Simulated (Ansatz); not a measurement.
Phonons of In (I4/mmm)

```yaml
crystal:
  lattice:
    - [-1.61356, 1.61356, 2.45591]
    - [1.61356, -1.61356, 2.45591]
    - [1.61356, 1.61356, -2.45591]
  atoms:
    - { symbol: In, position: [0.00000, 0.00000, 0.00000] }
```

Conventional cell: a = 3.227 Å, b = 3.227 Å, c = 4.912 Å, α = 90.00°, β = 90.00°, γ = 90.00°. Around In (atom 1) lie 12 In at 3.23 to 3.35 Å.

Computed, not measured; unless marked otherwise by PBEsol, all-electron LAPW in Ansatz 0.2.0, scalar-relativistic. k mesh 22×22×22, Fermi-Dirac smearing of 0.100 eV, basis error target 0.5 meV/atom. The cell was relaxed by PAW under this functional.

Atoms are displaced by 0.01 Å in the smallest supercells that hold the wave vectors of a 2×2×2 mesh. Negative values stand for unstable modes.

What are the phonon energies at the solved wave vectors, in cm⁻¹?

| q | point | modes (cm⁻¹) |
| --- | --- | --- |
| 0.500 0.000 0.000 | N | 24.1, 36.0, 117.3 |
| 0.500 0.500 0.000 | X | 46.7, 74.8, 115.9 |
| 0.500 0.500 0.500 | M | 49.9 (×2), 108.3 |

Is the structure dynamically stable at these wave vectors?

Yes, no mode is unstable there, though one zone-boundary mode is very soft; wave vectors off this mesh aren't tested.

How well do frozen-core PAW files reproduce these all-electron values?

With a cutoff of 420 eV and displacements of 0.0025 Å, the r.m.s. difference over the modes is 0.0 cm⁻¹; the largest difference is 74.7 (PAW) against 74.8 cm⁻¹ (LAPW).

The cell is scaled evenly to 25.065 and 26.088 Å³ (from 25.577), with free atoms relaxed and the shape held, so these aren't the values under hydrostatic pressure. What are the mode Grüneisen parameters γ = −d ln ω/d ln V?

For the highest mode, 122.6 cm⁻¹ in the small cell and 112.1 in the large one give γ ≈ 2.24. From the change of the dynamical matrix on each mode:

| point | cm⁻¹ | γ |
| --- | --- | --- |
| N | 24.1 | 1.85 |
| N | 36.0 | 2.25 |
| N | 117.3 | 2.23 |
| X | 46.7 | 2.42 |
| X | 74.8 | 2.06 |
| X | 115.9 | 2.15 |
| M | 49.9 | 2.14 |
| M | 108.3 | 2.36 |

Weighted by the modes' heat capacities at 300 K, the mean on this mesh is 2.15; it moves with the q mesh, and a coarse one overweights the zone boundary.

Caveats: responses of metals move with mesh and smearing; a very soft zone-boundary mode, near an instability or sensitive to the mesh; the frozen-core PAW files of the compared runs were fitted under PBE, their cores solved anew for this functional.
